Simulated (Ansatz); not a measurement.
# InAs (F-43m) in Ansatz: a series of runs

One crystal, InAs, is run at these levels: PBEsol; tasks: band structure.

Everything below comes from runs of Ansatz 0.2.0. Logs are shortened: lines on timing, memory, paths and dates and some standing lists are left out, and cuts for length are marked.

**Experimental background.**

From a printed reference work, data compilation, for a bulk crystal of InAs at 4.2 K: band gap 0.418 eV (direct).

The runs below are set against these values where they give the same quantity.

## 1. The structure

Symmetry: F-43m, No. 216, cubic system. The conventional cell has a = 6.036 Å, b = 6.036 Å, c = 6.036 Å, α = 90.00°, β = 90.00°, γ = 90.00°. Around In (site symmetry -43m) lie 4 As at 2.61 Å. Around As (site symmetry -43m) lie 4 In at 2.61 Å.

## 2. Band structure, PBEsol

Contents of input.yaml:

```yaml
crystal:
  lattice:
    - [0.0, 3.018, 3.018]
    - [3.018, 0.0, 3.018]
    - [3.018, 3.018, 0.0]
  atoms:
    - { symbol: In, position: [0.0, 0.0, 0.0] }
    - { symbol: As, position: [0.75, 0.75, 0.75] }
kpoints:
  mp_grid: { grid: [6, 6, 6] }
  band_path:
    path:
      - [0.0, 0.0, 0.0]
      - [0.5, 0.0, 0.5]
      - [0.5, 0.25, 0.75]
      - [0.375, 0.375, 0.75]
      - [0.0, 0.0, 0.0]
      - [0.5, 0.5, 0.5]
      - [0.625, 0.25, 0.625]
      - [0.5, 0.25, 0.75]
    npoints: 12
scf:
  occupations: { method: fermi_dirac, width: 0.05 }
hamiltonian:
  xc: pbesol
  pseudopotentials: { kind: all_electron, lapw: { basis_error: 0.001 } }
output:
  forces: true
  stress: true
  eigenvalues: true
```

Potentials or basis: all-electron LAPW, scalar-relativistic.

Launch:

```sh
> ansatz run input.yaml --threads 1 --pin off --max-ram 3072MiB --backend cpu --events-out ev --progress --plain --runs-dir out
```

The log of the run:

```text
Warning: RAYON_NUM_THREADS=1 ignored (pool sized by the plan → 1); use --threads N
LAPW: plane waves up to 8.620 Å⁻¹, error target 1.0e-3 eV per atom; small_component_spin mean_spin; As in spheres of 1.266 Å, 23 of its electrons in bands, Dirac shells []; In in spheres of 1.348 Å, 21 of its electrons in bands, Dirac shells [] (how accurate: hamiltonian.pseudopotentials.lapw.basis_error, Limitations)
Engine: ansatz 0.2.0, aarch64-unknown-linux-gnu
Pseudopotentials: kind: all_electron
Pseudopotential: In, LAPW, valence charge 21, lapw/all_electron/scalar/gaussian/In, Koelling and Harmon's equation, gaussian nucleus
Pseudopotential: As, LAPW, valence charge 23, lapw/all_electron/scalar/gaussian/As, Koelling and Harmon's equation, gaussian nucleus
Functional definition: PBEsol
  exchange = pbesol_x
  correlation = pbesol_c
Crystal: 2 atoms, lattice volume = 54.978 Å³
Basis set: ecut = 283.11960977562046 eV, 609 PW (Γ), exchange–correlation at level 2
Bands: 27, of which v1, the nominal top of the filled ones, is band 22 counted from 1 (21 counted from 0)
Symmetry: 24 space group operations
Space group: F-43m (ITA 216), of the structure as read, at distance tolerance 3.8e-5 Å
k-points: 16 of 216 (time reversal used)
Non-local potential: In, projectors of the file, none
Non-local potential: As, projectors of the file, none
Initial density: superposition of atomic densities (chi_scale 0.1, normalization cell, long waves kept (reshape's long-wave potential 0.00 eV rms))
Initial wavefunctions: plane waves of lowest kinetic energy (no species holds an atomic orbital)
Functional: x = pbesol(κ = 0.804, μ = 0.12345679012345678), c = pbesol(β = 0.046)
iter 1 solved again at ethr=1.84e-3 eV; its pass at ethr=1.00e-1 eV (dr2=8.08e-1 eV) is discarded
SCF iter   1: F=—  HF=-221455.042134 eV  |F-HF|=—  |Δ(HF+E_count)|=         —  Δρ=2.85e-2  dr2=8.10e-1  ethr=1.84e-3  ⟨swp⟩=2.1  Hψ=2737  notcnv=0
preconditioner: auto → Kerker (q_TF=auto, 2.629 Å⁻¹)  [metal: Δε(μ)=0.096 eV  Ē_g=15.048 eV  σ=0.050 eV  W_gap=0.39  n_scr=14 (ndim 8)  ℏωp=21.2 eV  f_vac=0.130  D(μ)=0.12/eV (n_scr^D=0)]
SCF iter   2: F=—  HF=-221454.845486 eV  |F-HF|=—  |Δ(HF+E_count)|=   1.97e-1  Δρ=1.79e-2  dr2=3.32e-1  ethr=1.84e-3  ⟨swp⟩=2.0  Hψ=1295  notcnv=0
preconditioner: auto → none  [insulator: Δε(μ)=1.116 eV  Ē_g=15.385 eV  σ=0.050 eV  W_gap=0.70  n_scr=14 (ndim 8)  ℏωp=21.2 eV  f_vac=0.144  D(μ)=0.13/eV (n_scr^D=0)  ε∞_Penn≈2.9]
iter 3 solved again at ethr=7.62e-6 eV; its pass at ethr=7.54e-4 eV (dr2=3.35e-3 eV) is discarded
SCF iter   3: F=—  HF=-221454.764728 eV  |F-HF|=—  |Δ(HF+E_count)|=   8.08e-2  Δρ=3.08e-3  dr2=3.35e-3  ethr=7.62e-6  ⟨swp⟩=2.0  Hψ=2187  notcnv=0
SCF iter   4: F=—  HF=-221454.761706 eV  |F-HF|=—  |Δ(HF+E_count)|=         —  Δρ=1.12e-3  dr2=8.81e-4  ethr=7.62e-6  ⟨swp⟩=2.9  Hψ=1271  notcnv=0
the basis was enlarged: its passes take 118.3 KiB over the memory plan, 1 of 1 planned eigensolver slots
SCF iter   5: F=—  HF=-221454.760640 eV  |F-HF|=—  |Δ(HF+E_count)|=   1.07e-3  Δρ=2.55e-4  dr2=2.87e-5  ethr=2.00e-6  ⟨swp⟩=2.9  Hψ=1232  notcnv=0
SCF iter   6: F=—  HF=-221454.760611 eV  |F-HF|=—  |Δ(HF+E_count)|=   2.96e-5  Δρ=9.75e-5  dr2=7.47e-6  ethr=6.52e-8  ⟨swp⟩=2.9  Hψ=1227  notcnv=0
SCF iter   7: F=—  HF=-221454.760607 eV  |F-HF|=—  |Δ(HF+E_count)|=   3.75e-6  Δρ=2.10e-5  dr2=2.16e-7  ethr=1.70e-8  ⟨swp⟩=2.9  Hψ=1231  notcnv=0
SCF iter   8: F=-221454.760608 eV  HF=-221454.760608 eV  |F-HF|=4.45e-9  |Δ(HF+E_count)|=   3.78e-7  Δρ=2.31e-6  dr2=3.54e-9  ethr=4.91e-10  ⟨swp⟩=3.0  Hψ=1272  notcnv=0
SCF 1 converged in 8 iterations: F = -221454.760608 eV  dr2 = 3.54e-9
NSCF: frozen V_eff on 85 k-points
SCF converged after 8 iterations
Free energy (F): -221454.760608 eV
Harris-Foulkes:  -221454.760608 eV  (|F-HF|=4.45e-9)
Internal energy: -221454.759669 eV  (E = F + TS)
E sigma→0 (E₀):  -221454.760138 eV
Entropy (-TS):   -0.000939 eV (-0.469 meV/atom)
Fermi energy:    9.650508 eV
--- Per-component energies (eV) ---
  E_band       = -1915.141491
  E_kinetic    = 230745.874704
  E_xc         = -6518.383277
  E_electrostatic = -445682.251096  (all electrons and nuclei)
  E_smearing   = -0.000939  (= −TS)
  E_closure    = 0.000000  (closes the sum)
  E_atoms      = -221446.320134  (free atoms, spherical and without spin; not in F)
  Σ components = -221454.760608   (vs F -221454.760608, Δ=0.00e0)
  Basis errors (estimates in eV, not in F): energy 4.4e-4 per atom: plane waves 4.0e-4 (2.3e-4 summed), levels above the bands 7.5e-75, relativity 1.7e-8, radial functions 4.2e-5, core shells 4.1e-7; eigenvalues (radial functions only) 1.2e-6; not estimated: angular momenta, meshes, grids; target (lapw.basis_error) 1.0e-3; muffin-tin radii As 1.266 Å, In 1.348 Å
--- Forces (eV/Å), atoms counted from 1 ---
  atom   1  In     0.00000000    -0.00000000    -0.00000000
  atom   2  As    -0.00000000     0.00000000    -0.00000000
  max |Σ_I F_I| component: 9.25e-18 eV/Å
--- Stress (GPa, compression-positive) ---
        1.587592       0.000000      -0.000000
        0.000000       1.587592       0.000000
       -0.000000       0.000000       1.587592
  P = ⅓ Tr σ = 1.5876 GPa (15.876 kbar)
--- Band table (eV; the first three rows and the last of 16) ---
  k-point 0: bands = ["-174.5781", "-118.1388", "-118.1388", "-118.1388", "-105.4212", "-63.9481", "-63.9481", "-63.9481", "-25.3939", "-25.3939", "-25.3939", "-25.3858", "-25.3858", "-4.7430", "-4.7430", "-4.7430", "-4.6125", "-4.6125", "-2.3134", "9.3519", "9.6146", "9.6146", "9.6146", "13.4798", "13.4798", "13.4798", "16.9680"]
  k-point 1: bands = ["-174.5781", "-118.1388", "-118.1388", "-118.1388", "-105.4212", "-63.9481", "-63.9481", "-63.9481", "-25.3939", "-25.3939", "-25.3939", "-25.3857", "-25.3857", "-4.7790", "-4.7328", "-4.7328", "-4.6125", "-4.6125", "-2.0258", "7.0699", "9.2950", "9.2950", "10.8124", "13.8716", "13.9297", "13.9297", "18.0625"]
  k-point 2: bands = ["-174.5781", "-118.1388", "-118.1388", "-118.1388", "-105.4212", "-63.9482", "-63.9481", "-63.9481", "-25.3940", "-25.3938", "-25.3938", "-25.3857", "-25.3857", "-4.8440", "-4.7162", "-4.7162", "-4.6088", "-4.6088", "-1.3101", "4.8213", "8.8093", "8.8093", "10.6575", "14.2909", "14.2909", "15.6857", "17.6266"]
  k-point 15: bands = ["-174.5781", "-118.1388", "-118.1388", "-118.1388", "-105.4212", "-63.9482", "-63.9481", "-63.9481", "-25.3942", "-25.3937", "-25.3934", "-25.3858", "-25.3854", "-4.9167", "-4.6822", "-4.6651", "-4.6354", "-4.5992", "-0.2228", "3.8204", "6.7555", "6.8080", "12.6144", "13.0118", "16.0025", "16.5366", "19.3514"]
```

It took 34 s on 1 thread of Arm Neoverse N1, shared host; peak memory 0.27 GiB.

What came out:

```yaml
Free_energy: -221454.7606 eV
Pressure: 1.6 GPa
Band_gap_along_the_path: none (metal or under the smearing width)
```

Levels at the corners of the path, in eV from the Fermi level:
| point | band 18 | band 19 | band 20 | band 21 | band 22 | band 23 | band 24 | band 25 | band 26 | band 27 |
| --- | --- | --- | --- | --- | --- | --- | --- | --- | --- | --- |
| Γ | -14.26 | -11.96 | -0.30 | -0.04 | -0.04 | -0.04 | 3.83 | 3.83 | 3.83 | 7.32 |
| X | -14.24 | -9.91 | -5.94 | -2.40 | -2.40 | 1.40 | 1.95 | 9.07 | 9.22 | 9.22 |
| W | -14.25 | -9.86 | -5.79 | -3.04 | -2.96 | 4.17 | 4.18 | 4.90 | 5.95 | 9.76 |
| K | -14.25 | -9.93 | -5.80 | -3.37 | -2.02 | 1.99 | 4.19 | 7.21 | 7.36 | 7.68 |
| Γ | -14.26 | -11.96 | -0.30 | -0.04 | -0.04 | -0.04 | 3.83 | 3.83 | 3.83 | 7.32 |
| L | -14.25 | -10.46 | -5.87 | -1.04 | -1.04 | 0.85 | 4.60 | 4.60 | 6.69 | 8.90 |
| U | -14.25 | -9.93 | -5.80 | -3.37 | -2.02 | 1.99 | 4.19 | 7.21 | 7.36 | 7.68 |
| W | -14.25 | -9.86 | -5.79 | -3.04 | -2.96 | 4.17 | 4.18 | 4.90 | 5.95 | 9.76 |

Caveat: the k mesh is thin for a metal, which can move the energy by tens of meV per atom; spin-orbit coupling is left out, which moves the levels of the heavy elements.

## 3. Band structure, PBEsol, spin-orbit coupling, no magnetisation

Edit input.yaml of step 2 so:

```diff
@@ -26,2 +26,5 @@
   pseudopotentials: { kind: all_electron, lapw: { basis_error: 0.001 } }
+magnetization:
+  noncollinear: true
+  spin_orbit: true
 output:
```

Potentials or basis: all-electron LAPW, relativistic spinors.

Launch:

```sh
> ansatz run input.yaml --threads 1 --pin off --max-ram 3072MiB --backend cpu --events-out ev --progress --plain --runs-dir out
```

The log of the run:

```text
Warning: RAYON_NUM_THREADS=1 ignored (pool sized by the plan → 1); use --threads N
LAPW: plane waves up to 8.620 Å⁻¹, error target 1.0e-3 eV per atom; Dirac's equation on spinors; As in spheres of 1.266 Å, 23 of its electrons in bands; In in spheres of 1.348 Å, 21 of its electrons in bands (how accurate: hamiltonian.pseudopotentials.lapw.basis_error, Limitations)
[... 2 set-up lines as earlier in the session ...]
Pseudopotential: In, LAPW, valence charge 21, lapw/all_electron/dirac/gaussian/In, Dirac's equation, gaussian nucleus
Pseudopotential: As, LAPW, valence charge 23, lapw/all_electron/dirac/gaussian/As, Dirac's equation, gaussian nucleus
[... 3 set-up lines as earlier in the session ...]
non-collinear run that drives no moment, with spin-orbit: no starting moment large enough to seed its density (crystal.atoms[].spin), no starting occupations that ask for one, no magnetisation constraint and no magnetic field, so the semilocal B_xc is pinned to zero
Crystal: 2 atoms, lattice volume = 54.978 Å³
Basis set: ecut = 283.1267234778756 eV, 609 PW (Γ), exchange–correlation at level 2
Bands: 54, of which v1, the nominal top of the filled ones, is band 44 counted from 1 (43 counted from 0)
Symmetry: 24 space group operations + 24 with time reversal
Magnetic group: BNS 216.75 (UNI 1577), of the structure as read, at distance tolerance 3.8e-5 Å
k-points: 16 of 216 (time reversal used)
[... 1 set-up line as earlier in the session ...]
[... 22 lines left out ...]
Free energy (F): -221501.158655 eV
Harris-Foulkes:  -221501.158655 eV  (|F-HF|=2.19e-8)
Internal energy: -221501.157960 eV  (E = F + TS)
E sigma→0 (E₀):  -221501.158308 eV
Entropy (-TS):   -0.000695 eV (-0.348 meV/atom)
Fermi energy:    9.729021 eV
--- Per-component energies (eV) ---
  E_band       = -1916.289712
  E_kinetic    = 230981.818008
  E_xc         = -6520.648477
  E_electrostatic = -445962.327491  (all electrons and nuclei)
  E_smearing   = -0.000695  (= −TS)
  E_closure    = 0.000000  (closes the sum)
  E_atoms      = -221492.695797  (free atoms, spherical and without spin; not in F)
  Σ components = -221501.158655   (vs F -221501.158655, Δ=0.00e0)
  Basis errors (estimates in eV, not in F): energy 4.4e-4 per atom: plane waves 4.0e-4 (2.3e-4 summed), levels above the bands 2.7e-74, relativity 5.3e-8, radial functions 4.2e-5, core shells 4.1e-7; eigenvalues (radial functions only) 1.2e-6; not estimated: angular momenta, meshes, grids; target (lapw.basis_error) 1.0e-3; muffin-tin radii As 1.266 Å, In 1.348 Å
--- Forces (eV/Å), atoms counted from 1 ---
  atom   1  In     0.00000000    -0.00000000    -0.00000000
  atom   2  As    -0.00000000     0.00000000     0.00000000
  max |Σ_I F_I| component: 6.94e-18 eV/Å
--- Stress (GPa, compression-positive) ---
        1.526785       0.000000      -0.000000
        0.000000       1.526785       0.000000
       -0.000000       0.000000       1.526785
  P = ⅓ Tr σ = 1.5268 GPa (15.268 kbar)
--- Band table (eV; the first three rows and the last of 16) ---
  k-point 0: bands = ["-174.5676", "-174.5676", "-121.5470", "-121.5470", "-116.5235", "-116.5235", "-116.5235", "-116.5235", "-105.3837", "-105.3837", "-68.5589", "-68.5589", "-61.8864", "-61.8864", "-61.8864", "-61.8864", "-25.8244", "-25.8244", "-25.8244", "-25.8244", "-25.1003", "-25.1003", "-25.0952", "-25.0952", "-25.0952", "-25.0952", "-5.1928", "-5.1928", "-5.1928", "-5.1928", "-4.4010", "-4.4010", "-4.3112", "-4.3112", "-4.3112", "-4.3112", "-2.3127", "-2.3127", "9.3545", "9.3545", "9.3747", "9.3747", "9.7275", "9.7275", "9.7275", "9.7275", "13.1558", "13.1558", "13.6279", "13.6279", "13.6279", "13.6279", "16.9701", "16.9701"]
  k-point 1: bands = ["-174.5676", "-174.5676", "-121.5470", "-121.5470", "-116.5235", "-116.5235", "-116.5235", "-116.5235", "-105.3836", "-105.3836", "-68.5590", "-68.5590", "-61.8865", "-61.8865", "-61.8864", "-61.8864", "-25.8244", "-25.8244", "-25.8244", "-25.8243", "-25.1003", "-25.1003", "-25.0953", "-25.0953", "-25.0952", "-25.0951", "-5.2001", "-5.2001", "-5.1949", "-5.1861", "-4.4082", "-4.4082", "-4.3245", "-4.3245", "-4.3083", "-4.2976", "-2.0236", "-2.0236", "7.0654", "7.0654", "9.1661", "9.1661", "9.4047", "9.4164", "10.8079", "10.8079", "13.6988", "13.6988", "13.9431", "13.9431", "14.0711", "14.0728", "18.0619", "18.0619"]
  k-point 2: bands = ["-174.5676", "-174.5676", "-121.5470", "-121.5470", "-116.5235", "-116.5235", "-116.5235", "-116.5235", "-105.3836", "-105.3836", "-68.5590", "-68.5590", "-61.8865", "-61.8865", "-61.8864", "-61.8864", "-25.8244", "-25.8243", "-25.8243", "-25.8243", "-25.1002", "-25.1002", "-25.0953", "-25.0953", "-25.0951", "-25.0950", "-5.2166", "-5.2166", "-5.1909", "-5.1822", "-4.4199", "-4.4199", "-4.3434", "-4.3434", "-4.2910", "-4.2803", "-1.3062", "-1.3062", "4.8195", "4.8195", "8.6757", "8.6757", "8.9234", "8.9333", "10.6539", "10.6539", "14.1673", "14.1673", "14.3954", "14.3976", "15.6870", "15.6870", "17.6272", "17.6272"]
  k-point 15: bands = ["-174.5676", "-174.5676", "-121.5470", "-121.5470", "-116.5235", "-116.5235", "-116.5235", "-116.5235", "-105.3836", "-105.3836", "-68.5590", "-68.5590", "-61.8865", "-61.8865", "-61.8865", "-61.8865", "-25.8244", "-25.8243", "-25.8243", "-25.8241", "-25.1001", "-25.1001", "-25.0952", "-25.0951", "-25.0950", "-25.0950", "-5.2864", "-5.2232", "-5.1603", "-5.1488", "-4.5137", "-4.3848", "-4.3172", "-4.3105", "-4.2927", "-4.2768", "-0.2213", "-0.2162", "3.7974", "3.8450", "6.7042", "6.7403", "6.7914", "6.8624", "12.5648", "12.6526", "12.9629", "13.0568", "15.9123", "16.0699", "16.5132", "16.5575", "19.2517", "19.4274"]
```

It took 3.1 min on 1 thread of Arm Neoverse N1, shared host; peak memory 0.43 GiB.

Results:

```
Free energy             : -221501.1587 eV
Pressure                : 1.5 GPa
Band gap along the path : none (metal or under the smearing width)
```

Levels at the corners of the path, in eV from the Fermi level:
| point | band 40 | band 41 | band 42 | band 43 | band 44 | band 45 | band 46 | band 47 | band 48 | band 49 |
| --- | --- | --- | --- | --- | --- | --- | --- | --- | --- | --- |
| Γ | -0.37 | -0.35 | -0.35 | 0.00 | 0.00 | 0.00 | 0.00 | 3.43 | 3.43 | 3.90 |
| X | -6.01 | -2.48 | -2.48 | -2.48 | -2.48 | 1.32 | 1.32 | 1.87 | 1.87 | 8.93 |
| W | -5.84 | -3.18 | -3.12 | -3.08 | -2.98 | 3.97 | 4.10 | 4.14 | 4.16 | 4.68 |
| K | -5.85 | -3.46 | -3.45 | -2.10 | -2.10 | 1.90 | 1.91 | 4.08 | 4.13 | 7.01 |
| Γ | -0.37 | -0.35 | -0.35 | 0.00 | 0.00 | 0.00 | 0.00 | 3.43 | 3.43 | 3.90 |
| L | -5.95 | -1.25 | -1.25 | -1.00 | -1.00 | 0.77 | 0.77 | 4.42 | 4.42 | 4.60 |
| U | -5.85 | -3.46 | -3.45 | -2.10 | -2.10 | 1.90 | 1.91 | 4.08 | 4.13 | 7.01 |
| W | -5.84 | -3.18 | -3.12 | -3.08 | -2.98 | 3.97 | 4.10 | 4.14 | 4.16 | 4.68 |

Caveat: the k mesh is thin for a metal, which can move the energy by tens of meV per atom.

## 4. Comparison with measurements

Step 2. Measured gap of InAs: 0.418 eV (direct; 4.2 K; a printed reference work, data compilation). This calculation gives 0.00 eV (-0.42 eV). Spin-orbit coupling on As, In is left out. The value is that of PBEsol, without temperature or zero-point motion. Semilocal functionals fall short of measured gaps as a rule.

Step 3. Against the measured gap of InAs, 0.418 eV (direct; 4.2 K; a printed reference work, data compilation), the calculated 0.00 eV is off by -0.42 eV. The value is that of PBEsol, without temperature or zero-point motion. Semilocal functionals fall short of measured gaps as a rule.
